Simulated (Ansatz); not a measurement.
# In (P6_3/mmc) in Ansatz: electric field gradients with LDA

Aim: the electric field gradients of In with LDA.

Program: Ansatz 0.2.0. These are calculated values, not measurements. Logs are shortened: lines on timing, memory, paths and dates and some standing lists are left out, and cuts for length are marked.

## 1. The undisturbed crystal

The structure is hexagonal, space group P6_3/mmc (No. 194). The conventional cell has a = 3.335 Å, b = 3.335 Å, c = 5.509 Å, α = 90.00°, β = 90.00°, γ = 120.00°. Around In (site symmetry -6m2) lie 12 In at 3.34 to 3.36 Å.

This isn't the form of In at room conditions, which is tetragonal.

## 2. Electric field gradients, LDA (atoms moved at random, drawn with an rms of 0.05 Å)

The input, input.yaml:

```yaml
crystal:
  lattice:
    - [3.335484782, 0.0, 0.0]
    - [-1.667742391, 2.8886145552, 0.0]
    - [0.0, 0.0, 5.50914292]
  atoms:
    - { symbol: In, position: [0.670015, 0.335907, 0.749045] }
    - { symbol: In, position: [0.320374, 0.680221, 0.25626] }
hamiltonian:
  xc: lda
  pseudopotentials: { kind: paw }
kpoints:
  mp_grid: { grid: [9, 9, 5] }
scf:
  occupations: { method: tetrahedron }
output:
  forces: true
  stress: true
  efg: {}
```

Potentials or basis: Ansatz PAW.

On the command line:

```bash
$ ansatz run input.yaml --threads 2 --pin off --max-ram 5632MiB --backend cpu --events-out ev --progress --plain --runs-dir out
```

The program printed:

```text
Warning: output.forces, output.stress, relax.cell or npt_langevin: where a Kohn–Sham band that disperses or a degenerate level is filled in part under the method tetrahedron, the forces or the stress that this run publishes need not agree with its energy (scf.occupations.method in the input reference, under Limitations); prefer a smearing scheme for the forces or the stress
Warning: RAYON_NUM_THREADS=2 ignored (pool sized by the plan → 2); use --threads N
In: output.efg is read without spin–orbit coupling, which moves field gradients at and beside such atoms by some per cent and up to a factor of two; PAW files take it under magnetization.noncollinear and magnetization.spin_orbit
Engine: ansatz 0.2.0, aarch64-unknown-linux-gnu
Pseudopotentials: kind: paw
Pseudopotential: In, paw, valence charge 13, recommended cutoff 420 eV (normal), In.paw.azcp
Functional definition: SPW92
  exchange = slater_x
  correlation = pw_c
Crystal: 2 atoms, lattice volume = 53.080 Å³
Basis set: ecut = 420 eV, 1051 PW (Γ)
Bands: 17, of which v1, the nominal top of the filled ones, is band 13 counted from 1 (12 counted from 0)
Symmetry: 2 space group operations
Space group: P-1 (ITA 2), of the structure as read, at distance tolerance 3.8e-5 Å
k-points: 203 of 405
Non-local potential: In, projectors of the file, l = 0: 2, l = 1: 2, l = 2: 2, l = 3: 2
PAW form: soft (Blöchl's): semilocal exchange-correlation on the pseudo side does not see the compensation charge
PAW frozen core: In, regenerated for the run's functional, and the local potential with it (the file was generated under x = pbe(κ = 0.804, μ = 0.2195149727645171), c = pbe(β = 0.06672455060314922))
PAW one-centre angular grid: In, 590 points (default); XC on 64 Gauss nodes
Initial density: superposition of atomic densities (neutral atoms: chi_scale 0, normalization atom), corrected by the library's trained network
Initial wavefunctions: pseudopotential atomic-orbital guess
Functional: x = slater, c = lda
SCF iter   1: F=—  HF=-10914.272306 eV  |F-HF|=—  |Δ(HF+E_count)|=         —  Δρ=7.50e-3  dr2=1.64e-2  ethr=1.77e-3  ⟨swp⟩=6.2  Hψ=17363  notcnv=0
preconditioner: auto → Kerker (q_TF=auto, 2.422 Å⁻¹)  [metal: no gap  n_scr=10 (ndim 8)  ℏωp=26.0 eV  f_vac=0.000]
SCF iter   2: F=—  HF=-10914.264440 eV  |F-HF|=—  |Δ(HF+E_count)|=   7.87e-3  Δρ=3.36e-3  dr2=3.34e-3  ethr=6.30e-5  ⟨swp⟩=2.9  Hψ=7979  notcnv=0
SCF iter   3: F=—  HF=-10914.263324 eV  |F-HF|=—  |Δ(HF+E_count)|=   1.12e-3  Δρ=4.54e-4  dr2=1.43e-4  ethr=1.29e-5  ⟨swp⟩=2.0  Hψ=6912  notcnv=0
SCF iter   4: F=—  HF=-10914.263394 eV  |F-HF|=—  |Δ(HF+E_count)|=   6.99e-5  Δρ=2.51e-4  dr2=2.28e-5  ethr=5.50e-7  ⟨swp⟩=2.1  Hψ=6921  notcnv=0
SCF iter   5: F=—  HF=-10914.263372 eV  |F-HF|=—  |Δ(HF+E_count)|=   2.20e-5  Δρ=1.17e-4  dr2=5.25e-6  ethr=8.76e-8  ⟨swp⟩=2.4  Hψ=7037  notcnv=0
SCF iter   6: F=—  HF=-10914.263374 eV  |F-HF|=—  |Δ(HF+E_count)|=   2.05e-6  Δρ=2.55e-5  dr2=2.77e-7  ethr=2.02e-8  ⟨swp⟩=2.0  Hψ=6903  notcnv=0
SCF iter   7: F=-10914.263376 eV  HF=-10914.263376 eV  |F-HF|=1.20e-9  |Δ(HF+E_count)|=   1.64e-6  Δρ=2.30e-6  dr2=3.23e-9  ethr=3.85e-10  ⟨swp⟩=4.0  Hψ=12422  notcnv=0
SCF 1 converged in 7 iterations: F = -10914.263376 eV  dr2 = 3.23e-9
SCF converged after 7 iterations
Stability not checked: this state was not tested for a lower state beside it, because cold or Methfessel-Paxton smearing, or corrected tetrahedra, fill the levels in a way that the test cannot read (fill_not_monotonic; see scf.lower_state_search)
Free energy (F): -10914.263376 eV
Harris-Foulkes:  -10914.263376 eV  (|F-HF|=1.20e-9)
Internal energy: -10914.263383 eV  (E = F + TS)
E sigma→0 (E₀):  -10914.263376 eV
Entropy (-TS):   0.000007 eV (0.003 meV/atom)
Fermi energy:    9.736952 eV
--- Per-component energies (eV) ---
  E_band       = -58.971223
  E_kinetic    = 483.650330
  E_local      = -2175.208410  (includes V_loc(G=0)·N_el)
  E_nonlocal   = 738.226127
  E_hartree    = 847.327751
  E_xc         = -428.308176
  E_vxc        = -203.351991  (∫ρ·V_xc dr)
  E_paw        = -8024.762742  (= ΣΔE_a)
  E_vpaw       = -596.941314  (= ΣTr[D̂ρ^β])
  E_aug_tail   = 0.000049  (compensation charges beyond the density's cutoff)
  E_ewald      = -2355.757384
  E_core_change = 0.569073  (= ΣΔE_core)
  E_smearing   = 0.000007  (= −TS)
  E_closure    = -0.000000  (closes the sum)
  Σ components = -10914.263376   (vs F -10914.263376, Δ=0.00e0)
--- Forces (eV/Å), atoms counted from 1 ---
  atom   1  In    -0.01009809     0.00399027     0.08889992
  atom   2  In     0.01009809    -0.00399027    -0.08889992
  max |Σ_I F_I| component: 0.00e0 eV/Å
--- Stress (GPa, compression-positive) ---
       -2.568094       0.074158      -0.022204
        0.074158      -2.500764       0.008780
       -0.022204       0.008780      -2.085990
  P = ⅓ Tr σ = -2.3849 GPa (-23.849 kbar)
--- PAW observables at the nuclei: V_zz in 10²¹ V/m², potentials from the cell's mean, atoms counted from 1 ---
  atom   1  In V_zz =    -0.550500   η = 0.9264   by run symmetry: allowed
            electrostatic potential = -7939.758033 V   contact ρ = none
  atom   2  In V_zz =    -0.550500   η = 0.9264   by run symmetry: allowed
            electrostatic potential = -7939.758033 V   contact ρ = none
--- Band table (eV; the first three rows and the last of 203) ---
  k-point 0: bands = ["-4.8811", "-4.8270", "-4.7958", "-4.7902", "-4.7673", "-4.7649", "-4.7100", "-4.6776", "-4.5277", "-4.4988", "0.2099", "5.1761", "6.3709", "17.8570", "18.0929", "19.6098", "19.8821"]
  k-point 1: bands = ["-4.8729", "-4.8284", "-4.8068", "-4.8021", "-4.7771", "-4.7739", "-4.6766", "-4.6498", "-4.5338", "-4.5125", "0.4226", "3.6914", "8.2771", "17.5257", "18.0527", "18.2548", "19.5305"]
  k-point 2: bands = ["-4.8555", "-4.8345", "-4.8101", "-4.8097", "-4.7978", "-4.7945", "-4.6143", "-4.5997", "-4.5559", "-4.5517", "1.0651", "2.1752", "11.0498", "14.1921", "18.5926", "18.6864", "19.2120"]
  k-point 202: bands = ["-4.9410", "-4.8870", "-4.8202", "-4.7742", "-4.7348", "-4.6422", "-4.5550", "-4.5531", "-4.5192", "-4.4831", "3.5953", "6.6768", "8.1830", "11.0542", "11.4183", "12.7004", "15.3679"]
```

Run time: 6 s. Hardware: 2 threads of Arm Neoverse V1, shared host; peak memory 0.45 GiB.

What came out:

| Quantity | Value |
| --- | --- |
| Free energy | -10914.2634 eV |
| Pressure | -2.4 GPa |
| Largest force | 0.090 eV/Å |
| Band gap on the k mesh | none (metal or under the smearing width) |

Forces on the atoms (eV/Å):
```
In  -0.010  0.004  0.089
In   0.010 -0.004 -0.089
```

Stress tensor (GPa, compression positive):
```
-2.57  0.07 -0.02
 0.07 -2.50  0.01
-0.02  0.01 -2.09
```

Levels at points of the mesh, in eV from the Fermi level:
| k point | band 10 | band 11 | band 12 | band 13 | band 14 | band 15 | band 16 | band 17 |
| --- | --- | --- | --- | --- | --- | --- | --- | --- |
| (0.00, 0.00, 0.00) | -14.24 | -9.53 | -4.56 | -3.37 | 8.12 | 8.36 | 9.87 | 10.15 |

Caveat: the PAW data sets come from PBE, with cores solved anew for the run's functional, which leaves a small shift of forces and pressure; with tetrahedron occupations forces and stress needn't match the slope of the energy.
